## How firmly does silicon hold titanium in TiSi₂?

Titanium disilicide is a metal, used for electrical contacts on silicon. Its atoms lie in flat layers, each holding both elements, stacked a quarter of the $c$ edge apart. Every titanium atom has silicon neighbours in its own layer, but its closest ones are two in the layer above and two in the layer below.

Suppose now that all titanium atoms are pushed together along the stacking direction, while the silicon atoms and the cell stay where they are. The distances among titanium atoms don't change, nor do those among silicon atoms. Whatever the energy does must therefore come from the changed position of titanium relative to silicon.

TiSi2, 6 atoms in the cell, space group Fddd (70), conventional a = 4.808, b = 8.270, c = 8.559 Å, 14.18 Å³ an atom. All atoms of one element of a crystal moved along a line, all else fixed, by plane-wave density functional theory with PAW datasets. Ansatz 0.2.0, plane-wave PAW, scalar-relativistic; functional PBE; no spin polarisation; cutoff 420 eV; k mesh 14×14×14; Gaussian smearing of 0.15 eV; moved element Ti; direction (0, 0, 1) Cartesian unit vector.

| displacement (Å) | energy change (eV a cell) | force along direction (eV/Å summed over the moved atoms) | pressure (GPa) |
| --- | --- | --- | --- |
| -0.5 | 3.740 | 16.850 | 17.09 |
| -0.25 | 0.844 | 6.998 | 4.23 |
| 0 | 0.000 | 0.000 | -0.01 |
| 0.0625 | 0.051 | -1.634 | 0.26 |
| 0.125 | 0.205 | -3.314 | 1.05 |
| 0.1875 | 0.467 | -5.087 | 2.37 |
| 0.3125 | 1.346 | -9.094 | 6.63 |
| 0.375 | 1.986 | -11.415 | 9.57 |
| 0.4375 | 2.778 | -13.994 | 13.06 |

The displacement $x$ is the common shift of the titanium atoms. The energy change $E$ is counted for the whole cell from the undisturbed crystal, and the force $F$ is the sum over the two titanium atoms in it. A positive pressure $P$ means that the cell pushes outwards.

### 1. Is there one resting place for titanium, or are there two?

There is one within the half ångström scanned to either side. The force has the opposite sign to the displacement in every shifted row, so it always points back to the start. The energy is lowest at zero shift and rises with distance on both sides.

This needn't be so. In cubic barium titanate, a well-known ferroelectric oxide, shifting titanium against oxygen at first lowers the energy, and two wells appear on either side of the centre. There the gain comes from mixing empty titanium $d$ states with filled oxygen states, helped by long-range electric forces between the shifted ions. In a metal such as TiSi₂ mobile electrons screen those electric forces, which removes one of the two causes. That argument makes the single well plausible, but a metal may still distort for other reasons, and it is the table that shows the well.

The answer holds for this line only. A minimum along one direction can still be a saddle along another, and no other direction was tried here.

### 2. Do the two negative rows belong to the same curve?

They do, by symmetry. A half-turn about an axis through a titanium atom, lying in the plane of the layer, carries the crystal into itself and exchanges up with down. A shift of −0.5 Å therefore costs exactly as much as one of +0.5 Å. The table holds no such pair to compare, but when the rows are sorted by distance alone, the negative ones fall smoothly into their places.

The same reasoning tells what would happen if silicon were moved instead. Raising all the silicon is the same as lowering all the titanium, apart from a drift of the whole crystal that costs no energy. The energies and pressures would be those of the present table. The scan measures how the two elements are held against each other, and neither of them owns the result.

### 3. How far does the crystal behave like a spring?

For an ideal spring, twice the shift means twice the force and four times the energy. Between 0.0625 and 0.125 Å the force grows by a factor of 2.03, which is close to the ideal. Between 0.25 and 0.5 Å it grows by 2.41, and the energy by 4.43. The hold becomes stiffer as titanium moves out.

The force divided by the displacement makes this plain. It climbs without exception from 26.1 eV/Å² at the smallest shift to 33.7 eV/Å² at the largest, a rise of 29 %. Someone who measured the stiffness close to rest and used it at 0.5 Å would predict a force about a fifth too small.

The force betrays the departure sooner than the energy does. Because up and down are equivalent, the first correction to the spring energy, which goes as $x^2$, can only go as $x^4$. Taking the slope multiplies the first term by two and the correction by four. The correction thus weighs twice as much in the force, and the factors above bear this out: the force exceeds its ideal by about 20 %, the energy by about 11 %.

### 4. Why does the hold stiffen?

The geometry gives the clue. At rest, the closest titanium–silicon contacts are 2.56 Å long, on both sides of the layer. A shift of 0.5 Å shortens those on one side to 2.16 Å and stretches those on the other to 2.99 Å. The changes in length are nearly equal, but their effects are not.

When two atoms are pressed together, their filled shells and bonding electrons begin to overlap strongly, and the repulsion grows ever more steeply. When they are pulled apart, the resistance fades. For a small shift the stiffening on one side and the softening on the other cancel, which is why the crystal starts out as a good spring. For a larger shift the compressed side gains more stiffness than the stretched side loses, and the sum rises.

This account rests on the general behaviour of atoms at short distance. The calculation gives one total energy and doesn't separate repulsion from changes in bonding or screening, which must also take part. The idea can still be carried to a related crystal: look for the shortest contacts and see how directly the shift runs into them. A head-on approach uses up distance quickly, so an early stiffening is a reasonable guess there, though only a scan of that crystal can show it.

### 5. Why does the pressure rise although the volume is fixed?

The squeezed contacts push the cell outwards, while the stretched ones pull it inwards. A contact stiffens when squeezed and softens when stretched, so the push is expected to win, and the positive pressures agree with that. The crystal could therefore lower its energy by expanding, and a held cell answers with an outward push. Since this push comes from the energy of the shift, it grows in nearly the same way: doubling the shift from 0.125 to 0.25 Å raises the pressure about fourfold.

The pressure thus carries information that would otherwise need a second calculation at another volume: how the stiffness depends on the volume $V$. For small shifts, write

$$E=\tfrac12\,k(V)\,x^2,$$

where $k$ is the stiffness. Pressure is worked out by scaling the cell with all atoms carried along, so $x$ grows as $V^{1/3}$ and $x^2$ as $V^{2/3}$. With $\Delta P=-\mathrm dE/\mathrm dV$ for the pressure added by the shift, it follows that

$$-\frac{\mathrm d\ln k}{\mathrm d\ln V}=\frac{\Delta P\,V}{E}+\frac23 .$$

Take the row at 0.125 Å. The added pressure is 1.05 + 0.01 = 1.06 GPa, and the cell of six atoms has a volume of 6 × 14.18 = 85.1 Å³. As 1 eV/Å³ is 160.2 GPa, their product is 1.06 × 85.1 / 160.2 = 0.563 eV. Divided by the energy of 0.205 eV this gives 2.75, and with two thirds added, 3.4.

A cell shrunk evenly in all directions by one per cent in volume would thus hold titanium about 3.4 % more stiffly. No constant was adjusted to reach this value, and the row at 0.1875 Å leads to the same one within rounding. The row at −0.5 Å would give only about 3.1, because the energy there is no longer that of a spring and the formula doesn't apply. A scan in a slightly compressed cell would be the direct test, and it isn't in the table.

A single pressure also hides a strong dependence on direction. At the 0.5 Å shift, the same calculation gives a stress of 31.7 GPa along the stacking direction but only 4.6 GPa along the long edge $b$ of the layer. The direction of the squeezed contacts fits this order: they reach 1.64 Å along the stacking direction but only about 0.7 Å along $b$. If titanium were held at this shift and the cell set free, it would be expected to stretch mainly that way and not to swell evenly.

### 6. What would change if silicon could give way?

The energies would fall, because silicon is pushed sideways as well as along the line. Each silicon atom has one close titanium neighbour below it and another above it, on opposite sides along the short edge $a$. When titanium rises, the lower one presses harder and the upper one lets go, and both changes drive the silicon atom in the same sideways direction.

The push is considerable. At the smallest shift, the sideways force on a silicon atom along the short edge $a$ is already 0.24 of the force on one titanium atom, and at 0.5 Å it is 0.29. Because it is there from the start and at first grows almost in step with the shift, sideways relaxation would soften even the initial stiffness. By how much can't be read from forces alone.

For this reason the stiffness in the table shouldn't be turned directly into a vibration frequency. In a real vibration of this kind silicon would move sideways in time with titanium. Nor may silicon be freed completely in such a test, for it would simply follow titanium along the line and undo the shift.

### 7. Which digits can be trusted, and for what?

At small shifts the force is the better guide. The energy at 0.0625 Å is printed as 0.051 eV, so rounding alone leaves it uncertain by about 1 %. For the force in the same row, rounding matters only at the level of 0.03 %. Anyone who wants the initial stiffness should take it from the force.

At larger shifts energy and force can be held against each other. From 0.375 to 0.4375 Å the energy rises by 0.792 eV, while the mean force times the distance gives 0.794 eV. Two quantities computed in different ways agree, so no numerical jump shows in this step. The smearing of the electron occupations hardly touches the energies: removing its effect by extrapolation alters no energy change in the table by more than 0.0003 eV.

Such agreement shows that the calculation is consistent with itself, which is less than being right about nature. Another density functional or a coarser k mesh would change energy and force together, and the check could pass just as well. How large such changes are, the table can't tell, since it holds only one functional, one mesh and one cutoff. The single well and the steady stiffening are safe readings of this calculation; the exact value of the stiffness belongs to the chosen functional, and even its second figure may change with another one.
